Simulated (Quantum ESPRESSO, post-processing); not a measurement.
# In2Se2, 1 layer, stepped through the share of short-range exact exchange, part 3 of 3

Aim: how the results for In2Se2, 1 layer change with the share of short-range exact exchange.

Quantum ESPRESSO 7.5; plane-wave DFT, PBE, SG15 norm-conserving pseudopotentials.

So far. Step 2 (Relaxing cell and ions of the reference):  The last row is no step: it is a fresh SCF in the final cell with a new plane-wave basis, +1 meV from the row before.

### 7. Self-consistent run, 0.4

Level of this step: plane-wave DFT, screened hybrid with 0.4 exact exchange, SG15 norm-conserving pseudopotentials (Quantum ESPRESSO 7.5). input_dft overrides the functional of the files.

m6.scf.in reads:

```
&control
  prefix = 'm6.scf'
  outdir = './out'
  pseudo_dir = './pseudo'
  calculation = 'scf'
  tprnfor = .true.
/
&system
  ibrav = 0
  nat = 4
  ntyp = 2
  ecutwfc = 60
  ecutrho = 240
  occupations = 'fixed'
  nbnd = 22
  input_dft = 'hse'
  exx_fraction = 0.4
  nqx1 = 3
  nqx2 = 3
  nqx3 = 1
  ecutfock = 60
/
&electrons
  conv_thr = 1e-08
  mixing_beta = 0.6
  electron_maxstep = 120
/
ATOMIC_SPECIES
  Se  78.9710  Se_ONCV_PBE-1.2.upf
  In  114.8180  In_ONCV_PBE-1.2.upf
CELL_PARAMETERS angstrom
  4.08238202400000 0.00000000000000 0.00000000000000
  -2.04119101200000 3.53544654100000 0.00000000000000
  0.00000000000000 0.00000000000000 20.14290946400000
ATOMIC_POSITIONS crystal
  Se  0.333333333300 0.666666666700 0.366604933500
  In  0.000000000000 0.000000000000 0.429923408400
  In  0.000000000000 0.000000000000 0.570076591600
  Se  0.333333333300 0.666666666700 0.633395066500
K_POINTS automatic
  9 9 1 0 0 0
```

Launch:

```bash
> OMP_NUM_THREADS=1 mpirun -n 16 pw.x -nk 4 -in m6.scf.in > m6.scf.out
```

Output:

```text
[banner, memory and clock lines left out]
Program PWSCF v.7.5 starts
[...]
Message from routine setup:
[...]
number of electrons       =        38.00
     number of Kohn-Sham states=           22
     kinetic-energy cutoff     =      60.0000  Ry
     charge density cutoff     =     240.0000  Ry
[...]
number of k points=    12
[...]
Dense  grid:   123061 G-vectors     FFT dimensions: (  40,  40, 192)
[...]
negative rho (up, down):  2.661E-04 0.000E+00
     Starting wfcs are random
[...]
negative rho (up, down):  1.847E-05 0.000E+00
[...]
estimated scf accuracy    <       0.22059239 Ry
[...]
negative rho (up, down):  1.281E-05 0.000E+00
[...]
estimated scf accuracy    <       0.49222945 Ry
[...]
negative rho (up, down):  4.902E-06 0.000E+00
[...]
estimated scf accuracy    <       0.02262537 Ry
[...]
negative rho (up, down):  1.739E-07 0.000E+00
[...]
estimated scf accuracy    <       0.00129321 Ry
[...]
estimated scf accuracy    <       0.00014915 Ry
[...]
estimated scf accuracy    <       0.00002028 Ry
[...]
estimated scf accuracy    <       0.00000037 Ry
[...]
estimated scf accuracy    <       0.00000004 Ry
[...]
estimated scf accuracy    <       0.00000005 Ry
[...]
highest occupied, lowest unoccupied level (ev):    -1.0755    0.3330
!    total energy              =    -247.14294680 Ry
     estimated scf accuracy    <          2.6E-10 Ry
     convergence has been achieved in  10 iterations
[...]
estimated scf accuracy    <       0.00809441 Ry
[...]
estimated scf accuracy    <       0.00020232 Ry
[...]
estimated scf accuracy    <       0.00003350 Ry
[...]
estimated scf accuracy    <       0.00001777 Ry
[...]
estimated scf accuracy    <       0.00000251 Ry
[...]
estimated scf accuracy    <       0.00000003 Ry
[...]
highest occupied, lowest unoccupied level (ev):    -1.8495    0.5767
!    total energy              =    -245.13172439 Ry
     estimated scf accuracy    <          9.6E-09 Ry
     convergence has been achieved in   7 iterations
[...]
estimated scf accuracy    <       0.00025702 Ry
[...]
estimated scf accuracy    <       0.00018681 Ry
[...]
estimated scf accuracy    <       0.00002052 Ry
[...]
estimated scf accuracy    <       0.00000020 Ry
[...]
estimated scf accuracy    <       0.00000003 Ry
[...]
highest occupied, lowest unoccupied level (ev):    -1.8769    0.6421
!    total energy              =    -245.13495636 Ry
     estimated scf accuracy    <          1.2E-09 Ry
     convergence has been achieved in   6 iterations
[...]
estimated scf accuracy    <       0.00001966 Ry
[...]
estimated scf accuracy    <       0.00002003 Ry
[...]
estimated scf accuracy    <       0.00000086 Ry
[...]
estimated scf accuracy    <       0.00000002 Ry
[...]
highest occupied, lowest unoccupied level (ev):    -1.8828    0.6555
!    total energy              =    -245.13515457 Ry
     estimated scf accuracy    <          1.5E-09 Ry
     convergence has been achieved in   5 iterations
[...]
estimated scf accuracy    <       0.00000186 Ry
[...]
estimated scf accuracy    <       0.00000175 Ry
[...]
estimated scf accuracy    <       0.00000009 Ry
[...]
highest occupied, lowest unoccupied level (ev):    -1.8848    0.6585
!    total energy              =    -245.13517382 Ry
     estimated scf accuracy    <          1.6E-09 Ry
     convergence has been achieved in   4 iterations
[...]
estimated scf accuracy    <       0.00000016 Ry
[...]
estimated scf accuracy    <       0.00000011 Ry
[...]
estimated scf accuracy    <       0.00000001 Ry
[...]
highest occupied, lowest unoccupied level (ev):    -1.8856    0.6593
!    total energy              =    -245.13517596 Ry
     estimated scf accuracy    <          1.4E-10 Ry
     convergence has been achieved in   4 iterations
[...]
estimated scf accuracy    <       0.00000002 Ry
[...]
estimated scf accuracy    <       0.00000001 Ry
[...]
highest occupied, lowest unoccupied level (ev):    -1.8860    0.6594
!    total energy              =    -245.13517619 Ry
     estimated scf accuracy    <          1.7E-09 Ry
     convergence has been achieved in   3 iterations
[...]
highest occupied, lowest unoccupied level (ev):    -1.8859    0.6596
!    total energy              =    -245.13517621 Ry
     estimated scf accuracy    <          7.8E-09 Ry
     convergence has been achieved in   1 iterations
[...]
!!   total energy              =    -245.13517620 Ry
[...]
Total force =     0.037903     Total SCF correction =     0.000550
[...]
```

Run time: 2.3 min. Hardware: 16 MPI ranks of Arm Neoverse N1, shared host; peak memory 7.2 GiB.

This step gave:

* free energy: -3335.2340 eV
* valence top, on the run's zero: -1.886 eV
* conduction bottom, on the run's zero: 0.6596 eV
* gap by band count: 2.546 eV

### 8. The series side by side

The series in one table:

```
the share of short-range exact exchange (0.25 is HSE06, 0 is PBE)  gap on the mesh (eV)  vacuum level over the valence top (eV)
                                                                0                 1.409                                   5.938
                                                              0.1                 1.666                                   6.129
                                                             0.15                 1.802                                   6.226
                                                              0.2                 1.942                                   6.325
                                                             0.25                 2.087                                   6.425
                                                              0.3                 2.236                                   6.528
                                                              0.4                 2.546                                   6.736
```

### 9. Worked from the printed numbers

A line through all members has gap = 1.387 + 2.843 α eV and misses single members by up to 0.022 eV; a gap of 1.91 eV, 0.5 above the first member's, would need α = (1.91 − 1.387)/2.843 = 0.18.

### 10. Results

- gap at a share of 0.25 (HSE06): 2.09 eV
- gap on the mesh, at 0 and at 0.4: 1.41, 2.55 eV
- vacuum level over the valence top, at 0 and at 0.4: 5.94, 6.74 eV

What this shows: The series holds 7 members; gap at a share of 0.25 (HSE06): 2.09 eV. From 0 to 0.4 the gap on the mesh rises from 1.41 to 2.55 eV. From 0 to 0.4 the vacuum level over the valence top rises from 5.94 to 6.74 eV. The valence top sinks by 1.99 eV and the gap opens by 2.84 eV per unit share, so the valence top carries 70 % of the opening. Gaps are those of the mesh; no spin-orbit coupling; the q mesh was not tested; the geometry stays that of PBE.

[Logs are printed without paths, hosts, clocks, repeated set-up lines and the standing remarks that a program may print on its own settings, such as how far it seeks lower states.]

[Hosts, paths, dates, database ids (printed as entryN), source tags and the programs' standing remarks are cut or masked in the printed files.]

[Maps of the electrostatic potential energy from Ansatz leave out the sawtooth potential of an applied field or a dipole correction, so their vacuum need not be flat; planar profiles and work functions include it.]
